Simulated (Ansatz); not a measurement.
# ScAl: a single-point run

The task is a single-point run on ScAl. The structure is shown as the input types it.

Method: DFT, LDA, all-electron LAPW, scalar-relativistic, in Ansatz 0.2.0.

## 1. The system as given

The structure is orthorhombic, space group Cmcm (No. 63). The conventional cell has a = 4.327 Å, b = 10.500 Å, c = 3.771 Å, α = 90.00°, β = 90.00°, γ = 90.00°. Sc (site symmetry m2m) is surrounded by 7 Al at 2.92 to 3.16 Å. Around Al (site symmetry m2m) lie 2 Al at 2.59 Å and 5 Sc at 2.92 to 2.94 Å.

Structure file:

```cif
data_structure
_symmetry_space_group_name_H-M 'P 1'
_symmetry_Int_Tables_number 1
_cell_length_a 5.6785
_cell_length_b 5.6785
_cell_length_c 3.7713
_cell_angle_alpha 90.000
_cell_angle_beta 90.000
_cell_angle_gamma 135.211
_cell_volume 85.67
loop_
_atom_site_label
_atom_site_type_symbol
_atom_site_fract_x
_atom_site_fract_y
_atom_site_fract_z
_atom_site_occupancy
Sc1 Sc 0.86468 0.13532 0.75000 1
Sc2 Sc 0.13532 0.86468 0.25000 1
Al1 Al 0.58451 0.41550 0.75000 1
Al2 Al 0.41550 0.58451 0.25000 1
```

## 2. The run

input.yaml reads:

```yaml
crystal:
  lattice:
    - [2.163399, -5.250219, 0.0]
    - [2.163399, 5.250219, 0.0]
    - [0.0, 0.0, 3.771292]
  atoms:
    - { symbol: Sc, position: [0.864681, 0.135319, 0.75] }
    - { symbol: Sc, position: [0.135319, 0.864681, 0.25] }
    - { symbol: Al, position: [0.584505, 0.415495, 0.75] }
    - { symbol: Al, position: [0.415495, 0.584505, 0.25] }
kpoints:
  mp_grid: { grid: [1, 1, 1] }
  band_path:
    path:
      - [0.0, 0.0, 0.0]
      - [-0.5, 0.5, 0.0]
      - [-0.292448116, 0.707551884, 0.0]
      - [0.292448116, 0.292448116, 0.0]
      - [0.0, 0.0, 0.0]
      - [0.0, 0.0, 0.5]
      - [0.292448116, 0.292448116, 0.5]
      - [-0.292448116, 0.707551884, 0.5]
      - [-0.5, 0.5, 0.5]
    npoints: 5
scf:
  occupations: { method: fermi_dirac, width: 0.05 }
  max_iter: 50
hamiltonian:
  xc: lda
  pseudopotentials: { kind: all_electron, lapw: { basis_error: 0.001 } }
output:
  forces: true
  stress: true
  eigenvalues: true
```

On the command line:

```sh
ansatz run input.yaml --threads 1 --pin off --max-ram 4096MiB --backend cpu --events-out ev --progress --plain --runs-dir out
```

What happens when this is run?

The run converged and reported no error. That alone doesn't make the input a sound one.

In the input, kpoints.mp_grid.grid is [1, 1, 1]. One k-point can't sample the Brillouin zone of so small a cell.

The test: set kpoints.mp_grid.grid to [10, 10, 11].
